What does it cost to change the shape of a crystal without changing its volume, and why does the crystal push outwards when it is drawn out but pull inwards when it is flattened? For this form of InSe three sizes are worth remembering. A change of the axial ratio by 15 to 20 % costs some tens of meV an atom, sets up a pressure of one to two GPa and narrows the band gap by a few tenths of an eV at most. The energy rises on both sides of the relaxed shape, while the pressure changes sign there.

InSe (C2/m, 4 atoms in the cell) deformed at fixed volume, with lengths along Cartesian z scaled against those across it and fractional coordinates fixed. Ansatz 0.2.0, plane-wave PAW, scalar-relativistic r2SCAN without spin polarisation, 500 eV cutoff, 8×8×6 k mesh, Gaussian smearing of 0.05 eV. Free energies are relative to the relaxed cell; pressure is positive in compression.

```csv
axial ratio (over its starting value),energy change (meV/atom),pressure (GPa),gap on mesh (eV)
0.85,49.2,-1.43,1.159
0.92,13.4,-0.73,1.353
0.96,3.3,-0.36,1.467
1.0,0.0,0.00,1.531
1.1,18.7,0.81,1.524
1.2,71.0,1.49,1.388
```

## The flattened cells: 0.85 to 0.96

At an axial ratio of 0.85 the crystal is about 10 % shorter along the axis and correspondingly wider across it. It resists both changes. The calculated stress is a compression of 1.85 GPa along the axis and a tension across it that averages 3.07 GPa. Both fade as the ratio returns towards 1.0, and the energy change falls with them, from 49.2 to 3.3 meV/atom.

The pressure in the table is the mean over three directions, one axial and two transverse. In an isotropic solid each transverse stress would be half as large as the axial one and opposite to it, so that for small strains the mean would vanish. In this crystal, at 0.85, the mean transverse stress is 1.7 times the axial one in size. Two strong tensions outweigh one weaker compression, and the pressure is negative.

The sign of the pressure therefore shows which way the crystal is stiffer, in a particular sense. At fixed volume, small strains along and across the axis add up to zero, so their effects on the pressure would cancel if both directions were equally stiff. Here a small strain across the axis changes the pressure more, on average, than an equal strain along it. A flattened cell that kept its shape but was free to change its volume would shrink. How any layers lie relative to the axis was not worked out, so the result is not a measure of interlayer stiffness.

## The relaxed cell: 1.0

The energy has its minimum at 1.0 because the scan starts from a relaxed cell, where stresses and forces nearly vanish. Symmetry does not put it there. The space group is C2/m at every point, and no flattened cell is the mirror image of an elongated one. The two sides of the energy curve are thus free to differ, and they do.

The shape of the curve near this row follows from the work done by the stresses. Let $x$ be the axial ratio and $q=\ln x$. At fixed volume, lengths along the axis grow as $e^{2q/3}$ and those across it as $e^{-q/3}$. With $V$ the volume per atom, $p_a$ the axial stress and $p_t$ the mean transverse stress, both positive in compression, the energy per atom $E$ changes as

$$\frac{dE}{dq}=\frac{2V}{3}\,(p_t-p_a).$$

Only the difference between the two stresses enters. The mean pressure does no work, since the volume never changes.

Close to a relaxed cell each stress is proportional to the strain, as in a spring. The pressure is then proportional to $q$ and changes sign at 1.0. The energy is the sum of the work along the way, so it goes as $q^2$ and rises on both sides. The same reasoning holds for any crystal strained in this way from a relaxed shape; the sign of its pressure depends on which direction is stiffer. Where neither is, as in a cubic crystal, the part of the pressure proportional to $q$ vanishes.

## The elongated cells: 1.1 and 1.2

At 1.2 all the signs are reversed. The crystal is 13 % longer along the axis and 6 % narrower across it, with an axial tension of 3.04 GPa and a mean transverse compression of 3.75 GPa. The transverse part wins again, and the pressure is now positive, at 1.49 GPa. With its shape held and its volume set free, this cell would swell.

The energy of this row can be worked out from stresses. A straight line through the origin plus a quadratic term, fitted to the right-hand side of the equation above on all six rows, gives $dE/dq = 3.98\,q + 2.41\,q^2$ in eV per atom. For $x=1.2$, $q=0.1823$. The first term contributes $3.98\times0.1823^2/2=0.066$ eV and the second $2.41\times0.1823^3/3=0.005$ eV, together 71 meV/atom, as in the table.

The stresses of this row were part of the fit, but no energy was. The energies of all the rows come out to about 0.1 meV/atom, as the printed output after this text shows. This confirms that energies and stresses of the calculation belong together; it does not explain why the crystal has these stiffnesses. The first term alone misses the energy by about 7 % at both ends, too high at 0.85 and too low at 1.2.

That miss is the true lopsidedness of the curve. The cell at 1.2 costs 22 meV/atom more than the one at 0.85, but it also lies further from the relaxed shape when distance is measured by $q$. The spring-like term accounts for about 14 meV/atom of the difference. The rest arises because the crystal becomes stiffer as it is drawn out.

The stresses show where this stiffening sits. Divided by $q$, the axial stress grows in size from 11.4 GPa at 0.85 to 16.7 GPa at 1.2, while the transverse one grows only from 18.9 to 20.6 GPa. About three quarters of the stiffening is thus axial. In the energy the two resistances add, so the curve steepens. In the pressure they oppose each other, so the faster growth of the weaker, axial one makes the pressure rise a little less steeply towards 1.2.

The geometry suggests a reason. The shortest distance between atoms changes by less than 1 % over the whole path, although lengths along the axis change by more than a tenth. The shortest bond of the relaxed cell must therefore lie obliquely, between about 50° and 60° from the axis. If it were more upright, flattening would shorten it below the shortest distance found at 0.85; if it lay flatter, elongation would do the same at 1.2.

A bond at such an angle mostly turns instead of changing its length, because the stretch along the axis and the squeeze across it nearly cancel. With so little change of length, it need not add much pull itself. But elongation turns the other oblique bonds towards the axis too, and those that are stretched then pull more nearly along it. The cross-section also narrows, so that the same force makes a larger stress. Both effects are expected to raise the axial resistance, but the directions of the other bonds were not worked out and the share of each bond in the stress was not calculated.

The atoms were also not allowed to settle within the strained cells. At 1.2 the largest force on an atom is nearly 0.9 eV/Å, so relaxation would lower the 71.0 meV/atom, by an amount that was not calculated. The stiffnesses found here are those of a crystal whose atoms simply follow the cell. The functional, r2SCAN, also lacks long-range dispersion, which may affect the relaxed shape from which the path starts.

## The gap along the whole path

The gap follows a different rule from the energy. It is 0.37 eV narrower at 0.85 than at 1.0, but only 0.14 eV narrower at 1.2. Near the relaxed shape the contrast is sharper still: flattening to 0.96 takes away 0.064 eV, whereas the larger step to 1.1 takes away only 0.007 eV.

Relaxation makes the energy stationary at 1.0, but it does not do so for the gap. The gap is a difference between two band edges, and strain in general shifts them by different amounts, already in proportion to $q$. With no symmetry to forbid such a shift, the widest gap need not belong to the relaxed cell. It may well lie between 1.0 and 1.1, but no row was calculated there, and a gap taken from the $k$ mesh can miss the true band edges.

Why the gap narrows strongly at both ends is left open. A steady shift of the same two edges would widen the gap on one side. Either the shift of one edge relative to the other changes direction along the path, then, or other states take over as the edges; deciding between these would need the character and position of the edge states in each row. The absolute gaps are probably too small as well, as is usual for this functional.

The analysis program printed:

```
fit of work on 6 rows: coefficient of q 3979 +/- 2.3, coefficient of q**2 2411 +/- 15; rms 0.526, worst 0.96 0.784, leave-one-out rms 1.05
Energies predicted from stresses alone (meV/atom) and stresses (GPa):
   row  harmonic  with cubic term  computed      miss  mean transverse stress  axial stress
  0.85     52.55             49.1      49.2   -0.1016                  -3.067         1.846
  0.92     13.83            13.37      13.4  -0.03375                  -1.622          1.04
  0.96     3.315            3.261       3.3  -0.03926                 -0.8061        0.5363
   1.0         0                0         0         0               -0.003302      0.002815
   1.1     18.07            18.77      18.7   0.06865                   1.933        -1.449
   1.2     66.13               71        71  0.004415                   3.753         -3.04
Axial resistance per unit ln ratio at 0.85 (GPa): 11.36
Axial resistance per unit ln ratio at 1.2 (GPa): 16.67
Transverse resistance per unit ln ratio at 0.85 (GPa): 18.87
Transverse resistance per unit ln ratio at 1.2 (GPa): 20.58
Transverse over axial stress in size at 0.85 (isotropic solid 0.5): 1.662
Transverse over axial stress in size at 1.2 (isotropic solid 0.5): 1.234
Axial share of the growth in resistance from 0.85 to 1.2 (percent): 75.68
Pressure per unit ln ratio at 0.85 (GPa): 8.799
Pressure per unit ln ratio at 1.2 (GPa): 8.172
Change of length along the axis at 1.2 (percent): 12.92
Change of length across the axis at 1.2 (percent): -5.896
Change of length along the axis at 0.85 (percent): -10.27
Largest change of the shortest distance (percent): -0.8959
Least lean of the shortest starting bond from the axis (degrees): 49.71
Greatest lean of the shortest starting bond from the axis (degrees): 60.14
Gap change from 1.0 to 0.85 (eV): -0.372
Gap change from 1.0 to 1.2 (eV): -0.143
Gap change from 1.0 to 0.96 (eV): -0.064
Gap change from 1.0 to 1.1 (eV): -0.007
```
